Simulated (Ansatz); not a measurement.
# Zr8O15: the cost of one run

Computed with Ansatz 0.2.0 (DFT PBE, scalar-relativistic, plane waves, PAW, unless a step's input says otherwise).

3 further runs of the same task are left out: 3 set aside as unsound or not needed.

## 1. The starting structure

It takes space group Fm-3m (No. 225, cubic). Conventional cell: a = 5.116 Å, b = 5.116 Å, c = 5.116 Å, α = 90.00°, β = 90.00°, γ = 90.00°. Zr (site symmetry m-3m) has 8 O at 2.22 Å as nearest neighbours. O (site symmetry -43m) is surrounded by 4 Zr at 2.22 Å.

Coordinates:

```xyz
3
Lattice="0.0000 2.5579 2.5579 2.5579 0.0000 2.5579 2.5579 2.5579 0.0000" Properties=species:S:1:pos:R:3 pbc="T T T"
Zr    0.0000    0.0000    0.0000
O     1.2790    1.2790    1.2790
O     3.8369    3.8369    3.8369
```

It goes back to an entry of the Materials Project, which need not be the stable form.

It is the result of an earlier relaxation at this level (volume 11.16 Å³/atom; gap on the mesh: 3.32 eV).

The host's static dielectric tensor, from an earlier linear-response run, has a mean of 48.32.

The perfect supercell (rows 2 -2 0; 2 0 -2; 2 0 0 in vectors of this cell) comes from an earlier run at this level (24 atoms, E(σ→0) -42590.5531 eV, gap 3.32 eV on its own mesh).

## 2. Making the defect

The atom at (0.875, 0.875, 0.375) of the supercell is taken out. A small random displacement (spread 0.05 Å) lets the symmetry of the site break. Its neighbours are 4 Zr at 2.21 Å, 6 O at 2.56 Å.

## 3. Charge state 0

input.yaml reads:

```yaml
crystal:
  lattice:
    - [-5.1158283606, 5.1158283606, 0.0]
    - [-5.1158283606, 0.0, 5.1158283606]
    - [0.0, 5.1158283606, 5.1158283606]
  atoms:
    - { symbol: Zr, position: [1.0073277242, 0.9952562843, 0.4945776802] }
    - { symbol: Zr, position: [0.5032680643, 1.00035351, 0.5042634192] }
    - { symbol: Zr, position: [1.0119872554, 0.4823406036, 0.4922704095] }
    - { symbol: Zr, position: [0.9995858512, 1.0188625571, -0.0039734528] }
    - { symbol: Zr, position: [0.5, 0.5, 0.5] }
    - { symbol: Zr, position: [0.5, 1.0, 0.0] }
    - { symbol: Zr, position: [1.0, 0.5, 0.0] }
    - { symbol: Zr, position: [0.5, 0.5, 0.0] }
    - { symbol: O, position: [0.375, 0.875, 0.375] }
    - { symbol: O, position: [0.875, 0.375, 0.375] }
    - { symbol: O, position: [0.875, 0.875, 0.875] }
    - { symbol: O, position: [0.375, 0.375, 0.375] }
    - { symbol: O, position: [0.375, 0.875, 0.875] }
    - { symbol: O, position: [0.875, 0.375, 0.875] }
    - { symbol: O, position: [0.375, 0.375, 0.875] }
    - { symbol: O, position: [0.625, 0.625, 0.125] }
    - { symbol: O, position: [0.1234375073, 0.6318059644, 0.1236688693] }
    - { symbol: O, position: [0.6170153561, 0.1227039165, 0.1314730686] }
    - { symbol: O, position: [0.6176707047, 0.6244766846, 0.6388770742] }
    - { symbol: O, position: [0.1198563368, 0.1166349339, 0.1412516271] }
    - { symbol: O, position: [0.1233113018, 0.6120648877, 0.6249177595] }
    - { symbol: O, position: [0.6326987482, 0.1326389485, 0.6294858875] }
    - { symbol: O, position: [0.125, 0.125, 0.625] }
  host:
    lattice:
      - [0.0, 2.5579141803, 2.5579141803]
      - [2.5579141803, 0.0, 2.5579141803]
      - [2.5579141803, 2.5579141803, 0.0]
    atoms:
      - { symbol: Zr, position: [0.0, 0.0, 0.0] }
      - { symbol: O, position: [0.25, 0.25, 0.25] }
      - { symbol: O, position: [0.75, 0.75, 0.75] }
basis:
  ecutwfc: 420
  xc_grid: 2
kpoints:
  mp_grid: { grid: [2, 2, 2], shift: [0.0, 0.0, 0.0] }
hamiltonian:
  xc: pbe
scf:
  occupations: { method: gaussian, width: 0.01 }
output:
  forces: true
  stress: false
  eigenvalues: true
  charged_corrections:
    defect_position: [0.875, 0.875, 0.375]
    epsilon: [[48.3206, 0.0, 0.0], [0.0, 48.3206, 0.0], [0.0, 0.0, 48.3206]]
  write_density: true
  write_potential: true
  elf: true
  volumetric_format: npy
relax:
  adjacent_minimum: "off"
  f_tol: 0.025
  max_steps: 45
```

Launch:

```bash
ansatz run input.yaml --threads 4 --pin off --max-ram 10240MiB --backend cpu --events-out ev --progress --plain --runs-dir out
```

What time and memory should one allow on 4 threads of Arm Neoverse V1, shared host?

About 49 s, with a peak of 1 GiB.
